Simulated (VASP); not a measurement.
# SiO2: evGW0 quasiparticle levels with PBE

SiO2:

```
Si O
1.0
     4.23317    0.00000    0.00000
     0.00000    4.23317    0.00000
     0.00000    0.00000    2.69349
Si O
2 4
Cartesian
  0.0000 0.0000 0.0000
  2.1166 2.1166 1.3467
  3.4155 0.8177 1.3467
  1.2989 1.2989 0.0000
  0.8177 3.4155 1.3467
  2.9343 2.9343 0.0000
```

The cell comes from a database or a generator and needn't be the stable form of this composition.

| Quantity | Value |
| --- | --- |
| Program | VASP 6.6.1 |
| Task | evGW0 quasiparticle levels |
| Functional | PBE |
| Potentials or basis | VASP PAW PBE potentials, release 64 (Si_GW, O_GW) |
| Cutoff | 500 eV |
| k mesh | 4 × 4 × 6 |
| Occupations | gaussian, width 0.01 eV |
| Spin | no spin polarisation |
| Ladder | free |
| GW scheme | evGW0 |
| GW iterations | 4 |
| Cutoff of the response function | 200 |
| Frequency points | 50 |
| Empty bands | 310 |
| Further INCAR settings | ALGO = EVGW0; EDIFF = 1e-08; NBANDS = 326 |

```json
{
 "Band gap on the k mesh, mean-field level": "5.02 eV, direct",
 "Quasiparticle gap": "8.21 eV",
 "Least direct quasiparticle gap": "8.21 eV"
}
```

Levels at points of the mesh, in eV from the valence-band top:
```
           k point  band 14  band 15  band 16  band 17  band 18  band 19
(0.00, 0.00, 0.00)    -0.85    -0.85     0.00     5.02     6.59     8.28
(0.50, 0.00, 0.00)    -2.62    -1.04    -1.04     7.29     7.29     8.87
(0.50, 0.50, 0.00)    -2.54    -2.16    -2.16     7.01     7.01     9.78
(0.00, 0.00, 0.50)    -2.88    -2.56    -2.56     8.64     8.64    12.26
(0.50, 0.00, 0.50)    -2.20    -1.67    -1.67     8.44     8.44     9.47
(0.50, 0.50, 0.50)    -1.72    -1.47    -1.47     6.81     6.81    10.71
```

Quasiparticle gap after each update of the energies (eV): 7.78, 8.15, 8.21, 8.21

It took 43 min on 4 MPI ranks on Intel(R) Xeon(R) Platinum 8488C (Sapphire Rapids), with other jobs on the host, peak memory 1.2 GiB a rank.

Caveat: bands, screening cutoff and mesh are small and nothing is extrapolated, so the quasiparticle values aren't converged.
